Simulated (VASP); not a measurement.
The system is Mg3H2.

```xyz
5
Lattice="4.0562 0.0000 0.0000 0.0000 4.0562 0.0000 0.0000 0.0000 4.0562" Properties=species:S:1:pos:R:3 pbc="T T T"
Mg    2.0281    0.0000    0.0000
Mg    0.0000    2.0281    0.0000
Mg    0.0000    0.0000    2.0281
H     2.0281    2.0281    2.0281
H     0.0000    0.0000    0.0000
```

The cell was built by a generator and needn't be a form met in nature.

The cell isn't the ideal one: species swapped into the Tl2F3 type (Pm-3m, No. 221).

| Quantity | Value |
| --- | --- |
| Program | VASP 6.6.1 |
| Task | relaxation of cell and atoms |
| Functional | PBE |
| Potentials or basis | VASP PAW PBE potentials, release 64 (Mg, H) |
| Cutoff | 600 eV |
| k mesh | 4 × 4 × 4 |
| Occupations | gaussian, width 0.1 eV |
| Spin | no spin polarisation |

At the start: pressure 10.4 GPa; volume 13.35 Å³/atom.

**Question.** Where does the relaxation end?

**Answer.** Over 4 steps the energy falls by 86.5 meV/atom and the volume is 16.53 Å³/atom (+23.8 %); space group Pm-3m (No. 221, to 0.05 Å).

The path:
```tsv
step	energy change (eV)	largest force (eV/Å)	pressure (GPa)	volume (Å³)
1	0.0000	0.0000	10.43	66.74
2	-0.3636	0.0000	3.46	75.49
3	-0.4195	0.0000	-1.23	85.68
4	-0.4326	0.0000	-0.12	82.65
```

Final structure:
```
Mg H
1.0
     4.35600    0.00000    0.00000
     0.00000    4.35600    0.00000
     0.00000    0.00000    4.35600
Mg H
3 2
Direct
  0.50000 0.00000 0.00000
  0.00000 0.50000 0.00000
  0.00000 0.00000 0.50000
  0.50000 0.50000 0.50000
  0.00000 0.00000 0.00000
```

Caveat: the k mesh is coarse (spacing up to 0.39 Å⁻¹), so the values aren't converged; the volume moved by over 15 % at a fixed basis, so the end points are rough.
